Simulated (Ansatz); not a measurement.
## Molecular dynamics of Li

input.yaml

```yaml
accuracy: low
crystal:
  lattice:
    - [6.98, 0.0, 0.0]
    - [0.0, 6.98, 0.0]
    - [0.0, 0.0, 6.98]
  atoms:
    - { symbol: Li, position: [0.00456865, -0.01379791, -0.05649474] }
    - { symbol: Li, position: [0.52814848, -0.00686791, 0.00603449] }
    - { symbol: Li, position: [0.0336354, 0.51325455, -0.05170447] }
    - { symbol: Li, position: [-0.06321594, -0.0317868, 0.50711853] }
    - { symbol: Li, position: [0.29635923, 0.26778125, 0.20508466] }
    - { symbol: Li, position: [0.47534912, 0.53879112, 0.04551977] }
    - { symbol: Li, position: [0.54657448, -0.04013505, 0.41631125] }
    - { symbol: Li, position: [0.74056085, 0.26562323, 0.25512006] }
    - { symbol: Li, position: [0.00636896, 0.49192716, 0.47013635] }
    - { symbol: Li, position: [0.20026077, 0.82946694, 0.2216062] }
    - { symbol: Li, position: [0.24640192, 0.27459416, 0.69571305] }
    - { symbol: Li, position: [0.51767941, 0.53469991, 0.47328811] }
    - { symbol: Li, position: [0.85007575, 0.68452987, 0.19770239] }
    - { symbol: Li, position: [0.72923239, 0.2849461, 0.70222103] }
    - { symbol: Li, position: [0.25953962, 0.74507162, 0.73884284] }
    - { symbol: Li, position: [0.68227409, 0.73228654, 0.76168508] }
basis:
  ecutwfc: 420.0
kpoints:
  mp_grid: { grid: [3, 3, 3] }
hamiltonian:
  xc: pbe
  dispersion: d3bj
scf:
  occupations: { method: fermi_dirac, width: 0.11 }
  lower_state_search: "off"
md:
  timestep: 1.5
  n_steps: 69
  ensemble: nvt_langevin
  temperature: 1040.0
  initial_velocities: maxwell_boltzmann
  seed: 328368
  friction: 0.02
  temperature_schedule:
    - { n_steps: 52, end_temperature: 300.0 }
    - { n_steps: 17, end_temperature: 300.0 }
```

Launched with:

```bash
$ ansatz run input.yaml --threads 1 --pin off --max-ram 3072MiB --backend cpu --events-out ev --progress --plain --runs-dir out
```

It goes on from the last frame of an earlier run, with new velocities.

Output, in part (one step line in 2):

```
md step     0: t =     0.00 fs  T =   975.0 K (target 1040.0 K)  F+E_penalty+E_count = -3276.54771263 eV  E_kin = 2.016456 eV  (9 SCF iters)
md step     2: t =     3.00 fs  T =   722.6 K (target 1018.7 K)  F+E_penalty+E_count = -3276.51830542 eV  E_kin = 1.494439 eV  (6 SCF iters)
md step     4: t =     6.00 fs  T =   646.3 K (target 990.2 K)  F+E_penalty+E_count = -3276.49960173 eV  E_kin = 1.336716 eV  (6 SCF iters)
md step     6: t =     9.00 fs  T =   794.2 K (target 961.7 K)  F+E_penalty+E_count = -3276.46981830 eV  E_kin = 1.642577 eV  (5 SCF iters)
md step     8: t =    12.00 fs  T =   841.6 K (target 933.3 K)  F+E_penalty+E_count = -3276.39925539 eV  E_kin = 1.740555 eV  (6 SCF iters)
md step    10: t =    15.00 fs  T =   827.3 K (target 904.8 K)  F+E_penalty+E_count = -3276.29209326 eV  E_kin = 1.710913 eV  (6 SCF iters)
md step    12: t =    18.00 fs  T =   737.3 K (target 876.3 K)  F+E_penalty+E_count = -3276.16751140 eV  E_kin = 1.524765 eV  (5 SCF iters)
md step    14: t =    21.00 fs  T =   549.8 K (target 847.9 K)  F+E_penalty+E_count = -3276.04442317 eV  E_kin = 1.137102 eV  (5 SCF iters)
md step    16: t =    24.00 fs  T =   510.6 K (target 819.4 K)  F+E_penalty+E_count = -3275.94028784 eV  E_kin = 1.056036 eV  (5 SCF iters)
md step    18: t =    27.00 fs  T =   610.2 K (target 791.0 K)  F+E_penalty+E_count = -3275.87222688 eV  E_kin = 1.261906 eV  (5 SCF iters)
md step    20: t =    30.00 fs  T =   533.5 K (target 762.5 K)  F+E_penalty+E_count = -3275.84553676 eV  E_kin = 1.103362 eV  (6 SCF iters)
md step    22: t =    33.00 fs  T =   630.5 K (target 734.0 K)  F+E_penalty+E_count = -3275.83674323 eV  E_kin = 1.303880 eV  (5 SCF iters)
md step    24: t =    36.00 fs  T =   665.4 K (target 705.6 K)  F+E_penalty+E_count = -3275.88035499 eV  E_kin = 1.376126 eV  (5 SCF iters)
md step    26: t =    39.00 fs  T =   704.6 K (target 677.1 K)  F+E_penalty+E_count = -3275.96576202 eV  E_kin = 1.457313 eV  (5 SCF iters)
md step    28: t =    42.00 fs  T =   679.6 K (target 648.7 K)  F+E_penalty+E_count = -3276.04700964 eV  E_kin = 1.405482 eV  (5 SCF iters)
md step    30: t =    45.00 fs  T =   641.9 K (target 620.2 K)  F+E_penalty+E_count = -3276.11892068 eV  E_kin = 1.327465 eV  (6 SCF iters)
md step    32: t =    48.00 fs  T =   606.6 K (target 591.7 K)  F+E_penalty+E_count = -3276.20040442 eV  E_kin = 1.254573 eV  (5 SCF iters)
md step    34: t =    51.00 fs  T =   521.0 K (target 563.3 K)  F+E_penalty+E_count = -3276.27467729 eV  E_kin = 1.077552 eV  (5 SCF iters)
md step    36: t =    54.00 fs  T =   507.7 K (target 534.8 K)  F+E_penalty+E_count = -3276.35146077 eV  E_kin = 1.050101 eV  (5 SCF iters)
md step    38: t =    57.00 fs  T =   584.7 K (target 506.3 K)  F+E_penalty+E_count = -3276.42894706 eV  E_kin = 1.209302 eV  (5 SCF iters)
md step    40: t =    60.00 fs  T =   583.5 K (target 477.9 K)  F+E_penalty+E_count = -3276.49157982 eV  E_kin = 1.206676 eV  (6 SCF iters)
md step    42: t =    63.00 fs  T =   577.5 K (target 449.4 K)  F+E_penalty+E_count = -3276.54859848 eV  E_kin = 1.194425 eV  (5 SCF iters)
md step    44: t =    66.00 fs  T =   572.7 K (target 421.0 K)  F+E_penalty+E_count = -3276.59640275 eV  E_kin = 1.184528 eV  (5 SCF iters)
md step    46: t =    69.00 fs  T =   600.9 K (target 392.5 K)  F+E_penalty+E_count = -3276.65805381 eV  E_kin = 1.242844 eV  (5 SCF iters)
md step    48: t =    72.00 fs  T =   575.4 K (target 364.0 K)  F+E_penalty+E_count = -3276.70589688 eV  E_kin = 1.190041 eV  (4 SCF iters)
md step    50: t =    75.00 fs  T =   602.8 K (target 335.6 K)  F+E_penalty+E_count = -3276.74693853 eV  E_kin = 1.246738 eV  (6 SCF iters)
md step    52: t =    78.00 fs  T =   577.4 K (target 307.1 K)  F+E_penalty+E_count = -3276.78098133 eV  E_kin = 1.194184 eV  (5 SCF iters)
md step    54: t =    81.00 fs  T =   589.3 K (target 300.0 K)  F+E_penalty+E_count = -3276.81251780 eV  E_kin = 1.218749 eV  (5 SCF iters)
md step    56: t =    84.00 fs  T =   550.5 K (target 300.0 K)  F+E_penalty+E_count = -3276.83308099 eV  E_kin = 1.138611 eV  (5 SCF iters)
md step    58: t =    87.00 fs  T =   479.5 K (target 300.0 K)  F+E_penalty+E_count = -3276.85504169 eV  E_kin = 0.991696 eV  (4 SCF iters)
md step    60: t =    90.00 fs  T =   503.5 K (target 300.0 K)  F+E_penalty+E_count = -3276.87256239 eV  E_kin = 1.041298 eV  (6 SCF iters)
md step    62: t =    93.00 fs  T =   428.0 K (target 300.0 K)  F+E_penalty+E_count = -3276.89270212 eV  E_kin = 0.885164 eV  (5 SCF iters)
md step    64: t =    96.00 fs  T =   440.7 K (target 300.0 K)  F+E_penalty+E_count = -3276.90338550 eV  E_kin = 0.911374 eV  (5 SCF iters)
md step    66: t =    99.00 fs  T =   495.1 K (target 300.0 K)  F+E_penalty+E_count = -3276.90383903 eV  E_kin = 1.023958 eV  (5 SCF iters)
md step    68: t =   102.00 fs  T =   450.0 K (target 300.0 K)  F+E_penalty+E_count = -3276.89429974 eV  E_kin = 0.930748 eV  (5 SCF iters)
md step    69: t =   103.50 fs  T =   411.2 K (target 300.0 K)  F+E_penalty+E_count = -3276.88850888 eV  E_kin = 0.850329 eV  (6 SCF iters)
```

All steps were run. The schedule's set-point averaged 362 K over the second half and the system 532 K, so it lags behind the ramp. A run of 0.1 ps of so small a system gives no equilibrium averages. Limits of this set-up: coarse k mesh, low accuracy level.

Mean squared displacements from the first frame to the last, about the centre of mass: Li 0.25 Å².

Last frame:

```xyz
16
Lattice="6.9800 0.0000 0.0000 0.0000 6.9800 0.0000 0.0000 0.0000 6.9800" Properties=species:S:1:pos:R:3
Li 0.034 0.424 -0.417
Li 3.356 0.366 -0.021
Li 0.105 3.743 -0.103
Li -0.055 0.010 3.435
Li 1.403 1.812 1.609
Li 2.939 3.374 -0.016
Li 3.833 0.371 2.878
Li 5.480 2.086 1.661
Li -0.147 3.894 3.252
Li 1.701 5.694 1.554
Li 1.881 1.581 4.861
Li 3.869 3.731 3.228
Li 5.514 5.711 0.994
Li 5.091 2.020 4.943
Li 1.948 5.474 5.427
Li 5.320 5.541 5.134
```

Time of the run: 11 min on 1 thread of Intel(R) Xeon(R) Platinum 8259CL CPU @ 2.50GHz (Skylake/Cascade Lake), on a shared host, peak memory 0.64 GiB.
